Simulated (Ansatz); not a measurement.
## In2O3: from supercell energies to defect levels (O interstitial)

Level of theory: Ansatz 0.2.0, DFT PBE, scalar-relativistic, plane waves, PAW. Run with 420 eV cutoff, 2×2×2 k-mesh, shifted by half a step, Gaussian smearing of 0.01 eV, collinear spin in charge -1 alone.

Host crystal, relaxed:

```
In O
1.0
     2.78762    1.60943    4.91903
    -2.78762    1.60943    4.91903
     0.00000   -3.21886    4.91903
In O
4 6
Cartesian
  0.0000 0.0000 9.4858
  0.0000 0.0000 12.6498
  0.0000 0.0000 5.2713
  0.0000 0.0000 2.1073
  -1.9609 -0.1775 6.1488
  0.8267 1.7869 6.1488
  1.1342 -1.6094 6.1488
  1.9609 0.1775 8.6083
  -1.1342 1.6094 8.6083
  -0.8267 -1.7869 8.6083
```

The O interstitial was set at (0.083, 0.333, 0.750) of the host cell, in a supercell of 40 sites (530 Å³), relaxed at fixed cell in each charge q, from a start with the atoms near it displaced at random. In charges 0, -2, -1 some atom moved by up to 1.7 Å, so the relaxed defect can differ in kind from the start: near the site, 1 O at 1.86 Å, 1 O at 1.88 Å, 1 In at 1.94 Å, 1 O at 2.05 Å, 1 O at 2.08 Å, 1 In at 2.08 Å became 1 O at 1.52 Å (charge 0); 1 O at 1.53 Å (charge -2); 1 O at 1.53 Å (charge -1). The host's Kohn–Sham gap is 0.96 eV and its static dielectric constant 14.2 (mean). For each charge: the supercell's free energy over the neutral one with q electrons exchanged at the valence band top, F(q) − F(0) + qE_v; the image-charge term; and the term that aligns the potential far from the defect with the host's.

```csv
q,F(q) − F(0) + qE_v (eV),image charge (eV),alignment (eV)
0,0.000,0.000,0.000
-1,2.664,0.180,-0.233
-2,5.426,0.718,-0.631
```

Q: Add the terms and find the levels between neighbouring charges, ε(q/q′) = [A(q′) − A(q)]/(q − q′), with and without the two corrections.

A: A(q): 0.000 eV for 0, 2.611 eV for -1, 5.514 eV for -2.
```tsv
level	corrected (eV over E_v)	uncorrected (eV)
(0/-1)	2.61	2.66
(-1/-2)	2.90	2.76
```

As a check, a point charge in a simple cubic cell of this volume has q²αe²/(2εL) = 0.178 q² eV (e² = 14.40 eV Å, α = 2.837, L = 8.09 Å); the shape of the real cell and the anisotropy of ε can change it somewhat. The term grows as q², so it pushes donor levels down and acceptor levels up. The program doubts the alignment for q = -1, -2, so levels beside it are uncertain by about that term.

Q: Which of these charges is lowest with the Fermi level at the valence band top, at mid-gap and at the conduction band bottom?

A: The line A(q) + qE_F that lies lowest gives the charge: 0 at E_F = 0.00 eV, 0 at E_F = 0.48 eV, 0 at E_F = 0.96 eV. (0/-1) and (-1/-2) fall outside this Kohn–Sham gap, so the change of charge isn't reached within it; the real gap is usually wider and may hold a localised level, while a level that comes from a carrier in the host's bands only marks the band edge and moves with it. In charge -1 the cell has partly filled levels, from a carrier spread over the host's bands, a defect level that the small cell broadens into a band, or a degenerate defect level, so the levels beside it are doubtful. In charge -1 the extra carrier sits in the host's bands, sampled away from their edge; a term of -1.65 eV would put the level beside it at that edge (it also undoes corrections that don't apply to a spread carrier) and isn't included above. In charge -2 the extra carrier sits in the host's bands, sampled away from their edge; a term of -3.57 eV would put the level beside it at that edge (it also undoes corrections that don't apply to a spread carrier) and isn't included above. Charges beyond those computed could lie lower near the band edges.

Q: The neutral defect forms at 1.87 eV with atoms taken from and returned to the elements. What are the formation energies at those three Fermi levels, and what share of sites would hold the defect at 1200 K with E_F at mid-gap, if the host still stood at that temperature?

A: E_f = E_f(0) + A(q) + qE_F = 1.87, 1.87, 1.87 eV. In the dilute limit the share is exp(−E_f/k_BT) = exp(−1.869/0.1034) = 1.4×10⁻⁸, leaving out degeneracy and vibrational entropy. This is the O-rich limit; a poorer supply of O, or a competing compound of it, raises E_f. The small cell and the narrow Kohn–Sham gap leave errors of tenths of an eV or more, which change the share by orders of magnitude.

This form isn't the usual stable structure of the compound.